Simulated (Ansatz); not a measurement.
# BAs: the cost of one run

Computed with Ansatz 0.2.0 (DFT PBE, scalar-relativistic, plane waves, PAW, unless a step's input says otherwise).

4 further runs of the same task are left out: 4 set aside as unsound or not needed.

**1. Starting point**

The structure is cubic, space group F-43m (No. 216). The conventional cell has a = 4.809 Å, b = 4.809 Å, c = 4.809 Å, α = 90.00°, β = 90.00°, γ = 90.00°. B (site symmetry -43m) has 4 As at 2.08 Å as nearest neighbours. As (site symmetry -43m) is surrounded by 4 B at 2.08 Å.

Structure file:

```
CELL_PARAMETERS angstrom
0.00000 2.40464 2.40464
2.40464 0.00000 2.40464
2.40464 2.40464 0.00000
ATOMIC_POSITIONS crystal
B 0.00000 0.00000 0.00000
As 0.75000 0.75000 0.75000
```

It is the result of an earlier relaxation at this level (volume 13.90 Å³/atom; gap on the mesh: 1.20 eV).

**2. Relaxing at 2 GPa**

What is minimised here is the enthalpy; the energy can go up as the cell is squeezed.

Input file input.yaml:

```yaml
crystal:
  lattice:
    - [0.0, 2.4046443036, 2.4046443036]
    - [2.4046443036, 0.0, 2.4046443036]
    - [2.4046443036, 2.4046443036, 0.0]
  atoms:
    - { symbol: B, position: [0.0, 0.0, 0.0] }
    - { symbol: As, position: [0.75, 0.75, 0.75] }
basis:
  ecutwfc: 420
kpoints:
  mp_grid: { grid: [10, 10, 10] }
hamiltonian:
  xc: pbe
scf:
  occupations: { method: fixed }
output:
  forces: true
  stress: true
  eigenvalues: true
relax:
  adjacent_minimum: "off"
  f_tol: 0.001
  max_steps: 60
  cell: { stress_tol: 0.02, p_target: 2.0 }
```

Run with:

```console
> ansatz run input.yaml --threads 1 --pin off --max-ram 3072MiB --backend cpu --events-out ev --progress --plain --runs-dir out
```

What time and memory should one allow on 1 thread of AMD EPYC 7R43 (Zen 3), shared host?

About 7.9 s, with a peak of 0.37 GiB.
